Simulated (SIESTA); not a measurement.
PbSe (Clausthalite) under changes of volume

One of the cells (28.671 Å³/atom); the others are scaled copies at fixed shape and fractional positions:

```
Pb Se
1.0
     0.00000    3.06065    3.06065
     3.06065    0.00000    3.06065
     3.06065    3.06065    0.00000
Pb Se
1 1
Direct
  0.00000 0.00000 0.00000
  0.50000 0.50000 0.50000
```

* Program: SIESTA 5.4.2
* Functional: PBE
* Potentials or basis: PseudoDojo 0.4 standard (PBE files)
* Basis: SZ (energy shift 0.002 Ry)
* Grid cutoff: 500 Ry
* Energy shift: 0.002 Ry
* k mesh: 8 × 8 × 8
* Occupations: fermi-dirac, width 0.05 eV
* Spin: no spin polarisation

```tsv
volume (Å³/atom)	energy over the lowest point (meV/atom)	pressure (GPa)	gap on the mesh (eV)
26.951	149.08	12.2	0.43
27.524	109.18	10.2	0.48
28.097	75.92	8.4	0.52
28.671	48.95	6.7	0.57
29.244	27.45	5.3	0.60
29.818	?	?	?
30.391	0.00	2.8	0.67
```

Task: What does the run at 29.818 Å³/atom give?

Result: Energy over the lowest point 11.93 meV/atom; pressure 3.9 GPa; gap on the mesh 0.64 eV.

Worked out: A Birch-Murnaghan fit of order 3 (a polynomial in V^(-2/3)) to the other rows has no minimum within the range. It gives 11.32 meV/atom at 29.818 Å³/atom, against the run's 11.93, and -dE/dV = 3.8 GPa, against 3.9. A parabola through the other rows of the gap, of slope 1.73 eV per unit of ln V (its deformation potential) there, gives 0.64 eV, against the run's 0.64.

Energies are extrapolated to zero smearing.

Caveats: the basis has no polarisation orbitals; spin-orbit coupling is left out, which as a rule narrows the gap of such compounds by several tenths of an eV; the basis of atomic orbitals isn't converged, which shifts pressures, moduli and gaps.

A mesh can miss the band edges.
